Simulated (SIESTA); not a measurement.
# Re under changes of volume

One of the cells (14.714 Å³/atom); the others are scaled copies at fixed shape and fractional positions:

```xyz
2
Lattice="2.7608 0.0000 0.0000 -1.3804 2.3909 0.0000 0.0000 0.0000 4.4582" Properties=species:S:1:pos:R:3 pbc="T T T"
Re    1.3804    0.7970    3.3436
Re    0.0000    1.5939    1.1145
```

| Item | Value |
| --- | --- |
| Program | SIESTA 5.4.2 |
| Functional | PBE |
| Potentials or basis | PseudoDojo 0.4 standard (PBE files) |
| Basis | TZP (energy shift 0.01 Ry) |
| Grid cutoff | 800 Ry |
| Energy shift | 0.01 Ry |
| k mesh | 11 × 11 × 6 |
| Occupations | fermi-dirac, width 0.05 eV |
| Spin | no spin polarisation |

```tsv
volume (Å³/atom)	energy over the lowest point (meV/atom)	pressure (GPa)
13.831	?	?
14.125	40.56	20.7
14.420	11.69	11.1
14.714	0.00	2.1
15.008	3.45	-5.4
15.303	20.06	-12.2
15.597	48.29	-18.2
```

What does the run at 13.831 Å³/atom give?

Energy over the lowest point 87.86 meV/atom; pressure 31.4 GPa.

Worked out: A Birch-Murnaghan fit of order 3 (a polynomial in V^(-2/3)) to the other rows has its minimum at 14.79 Å³/atom with B0 = V·E''(V) = 398 GPa and B' = 5.5 at fixed shape and positions, which overstates the stiffness. It gives 88.86 meV/atom at 13.831 Å³/atom, against the run's 87.86, and -dE/dV = 32.1 GPa, against 31.4.

Energies are extrapolated to zero smearing.

Caveats: semicore shells carry a single zeta, which can move pressures by several GPa and volumes by a few percent; the basis of atomic orbitals isn't converged, which shifts pressures, moduli and gaps.
